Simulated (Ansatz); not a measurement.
Isolated molecules relaxed with PBE0-D4/def2-TZVP in Ansatz; ΔE leaves out vibrations. CBS: MP2 limit from def2 TZ/QZ plus the TZ coupled-cluster correction, frozen cores. This one scheme is used for every species. Functionals use def2-TZVPP. B3LYP here is the variant with VWN-RPA as its local correlation; programs differ in this. Triplets are unrestricted, without spin–orbit coupling. Each species was taken in one conformer, which may not be the lowest.

`FCC(F)F` → trifluoromethane + `[CH2]` (triplet)  (formal loss of a carbene)

CCSD(T)/CBS gives +92.5 kcal/mol.

(1) Another level gave +86.6 kcal/mol. Which?
A. B3LYP/def2-TZVPP
B. LDA (SPW92)/def2-TZVPP
C. revPBE/def2-TZVPP
D. r2SCANh-D4/def2-TZVPP

Largest T1 diagnostic among the species: 0.012.

Results:

(1) C. revPBE 86.6, B3LYP 89.6, LDA (SPW92) 108.2, r2SCANh-D4 85.6 kcal/mol.

Leaving LDA and LC-ωPBE aside and taking each functional with its dispersion term where it has one, the values, not all of them listed here, spread over 10.5 kcal/mol, from r2SCAN0-D4 to ωB97X-V. LDA lies +15.8 kcal/mol from PBE without D4. From PBE to PBE0 (25 % exact exchange), in def2-TZVPP and without D4, ΔE moves by −2.3 kcal/mol. In def2-TZVPP, CCSD(T) changes the Hartree–Fock value by +31.1 kcal/mol (the triples alone add +2.3 kcal/mol) and MP2 by +32.9 kcal/mol.

CCSD(T)/CBS has its own doubt, a few kJ/mol and more with outer-core shells, so smaller differences from it don't rank the levels.
